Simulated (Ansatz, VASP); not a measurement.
**Two plane-wave programs on SnTe**

The input INCAR:

```
ALGO = Normal ; EDIFF = 1E-6
ENCUT = 520 ; GGA = PE
ISIF = 2 ; ISMEAR = 0
LASPH = T ; LCHARG = F
LREAL = F ; LWAVE = F
NBANDS = 17 ; NELM = 60
PREC = Accurate ; SIGMA = 0.024
```

The input KPOINTS:

```
k-points
0
Gamma
  7 7 7
```

Contents of POSCAR:

```
SnTe
1.0
    0.0000000000      3.1508500000      3.1508500000
    3.1508500000      0.0000000000      3.1508500000
    3.1508500000      3.1508500000      0.0000000000
Te Sn
1 1
Direct
    0.5000000000      0.5000000000      0.5000000000
    0.0000000000      0.0000000000      0.0000000000
```

File input.yaml:

```yaml
crystal:
  lattice:
    - [0.0, 3.15085, 3.15085]
    - [3.15085, 0.0, 3.15085]
    - [3.15085, 3.15085, 0.0]
  atoms:
    - { symbol: Te, position: [0.5, 0.5, 0.5] }
    - { symbol: Sn, position: [0.0, 0.0, 0.0] }
hamiltonian:
  xc: pbe
  pseudopotentials: { kind: paw }
kpoints:
  mp_grid: { grid: [7, 7, 7] }
scf:
  occupations: { method: gaussian, width: 0.024 }
output:
  forces: true
  stress: true
  eigenvalues: true
  write_density: true
  write_potential: true
  elf: true
  volumetric_format: npy
```

Alike in both runs: task single point; functional PBE; k mesh 7 × 7 × 7; occupations gaussian, width 0.024 eV; no spin polarisation.

|  | VASP | Ansatz |
| --- | --- | --- |
| version | VASP 6.6.1 | Ansatz 0.2.0 |
| potentials or method | VASP PAW PBE potentials, release 64 (Te, Sn_d) | Ansatz PAW |
| plane-wave cutoff (eV) | 520 | 420 |
| valence electrons in the cell | 20 | 30 |

|  | VASP | Ansatz | Ansatz less VASP |
| --- | --- | --- | --- |
| gap on the k mesh at the Fermi level (eV) | 0.66 | 0.66 | +0.001 |
| least direct gap on the mesh (eV) | 0.66 | 0.66 | +0.001 |
| pressure (GPa) | 2.2 | 2.2 | +0.06 |

The two sets of potentials don't hold the same shells in valence.

The runs have no spin-orbit coupling, so splittings on Te are missing.
